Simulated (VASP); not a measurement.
Set up this calculation in VASP 6.6.1, as the native input.

```yaml
Task: single point
Functional: PBEsol
Potentials_or_basis: VASP PAW PBE potentials, release 64 (Ba_sv, Te)
Cutoff: 520 eV
k_mesh: 4 × 4 × 4
Occupations: gaussian, width 0.1 eV
Spin: no spin polarisation
Dipole_correction: no
Further_INCAR_settings: ALGO = Normal; EDIFF = 1e-06; NBANDS = 15
```

The structure of BaTe lies in POSCAR:

```
BaTe
1.0
    0.0000000000      3.4100000000      3.4100000000
    3.4100000000      0.0000000000      3.4100000000
    3.4100000000      3.4100000000      0.0000000000
Ba Te
1 1
Direct
    0.0000000000      0.0000000000      0.0000000000
    0.5000000000      0.5000000000      0.5000000000
```

These files were run (other wordings do the same):

INCAR

```
PREC = Accurate
ENCUT = 520
EDIFF = 1E-6
ISMEAR = 0
SIGMA = 0.1
LREAL = False
LASPH = True
NELM = 100
ALGO = Normal
ISIF = 2
LWAVE = False
LCHARG = True
GGA = PS
LELF = True
LVHAR = True
NBANDS = 15
```

KPOINTS

```
regular mesh
0
Gamma
  4 4 4
```

Potentials or basis: VASP PAW PBE potentials, release 64 (Ba_sv, Te).

Run with:

```console
$ cat potpaw_PBE.64/Ba_sv/POTCAR potpaw_PBE.64/Te/POTCAR > POTCAR
$ mpirun -np 1 vasp_std > vasp.out
```

It gave:

The pressure is 2.5 GPa and the band gap on the k mesh is 1.23 eV, indirect (least direct gap 1.61 eV).

Caveat: the PAW data sets were made with another functional, which shifts forces and pressure a little; spin-orbit coupling is left out, which moves the levels of the heavy elements.

Wall time 11 s on 1 thread of Intel(R) Xeon(R) Platinum 8259CL CPU @ 2.50GHz (Skylake/Cascade Lake) (shared host), peak memory 0.2 GiB.
